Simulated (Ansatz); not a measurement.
MgO: energy along a strain

MgO, Fm-3m, a = 4.270 Å (as given, not relaxed at this level: -5.8 GPa). Ansatz: PBEsol, PAW, 420 eV, Γ-centred 10×10×10 mesh on 2 atoms, Gaussian smearing 0.05 eV; no spin polarisation. Cell vectors (Å): 0.000 2.135 2.135; 2.135 0.000 2.135; 2.135 2.135 0.000. The cell is strained by x per cent times the pattern (0 0 0 0 0 1) in the order xx yy zz yz xz xy (engineering shears), with fractional coordinates held. y is the free energy over the start, V0 = 9.734 Å³/atom. Symmetry makes y even in x. Points with a strain past 8.5 % were computed too (2) and aren't used here.

| x (%) | y (meV/atom) |
| --- | --- |
| -5.00 | 10.26 |
| 0.00 | 0.00 |
| 1.25 | 0.63 |
| 2.50 | 2.56 |
| 3.75 | ? |
| 6.25 | 16.08 |
| 7.50 | 23.18 |

Fit y = c2 x² + c4 x⁴ to the other rows, get the stiffness along the pattern, and predict the missing energy.

Least squares on the rows shown. y = 0.40956 x² + 4.6157×10⁻⁵ x⁴. The clamped-ion stiffness p·C·p = 2 × 4.096 eV × 160.2 / 9.734 Å³ = 135 GPa, which is C66 in these axes (C44 of the cubic crystal) (second derivative at the start, which stands under stress). At x = 3.75 the fit asked for gives 5.77 meV/atom. The run gave 5.76 meV/atom, so the fit is 0.01 meV/atom too high, within twice the rms miss on the fitted rows (0.008 meV/atom).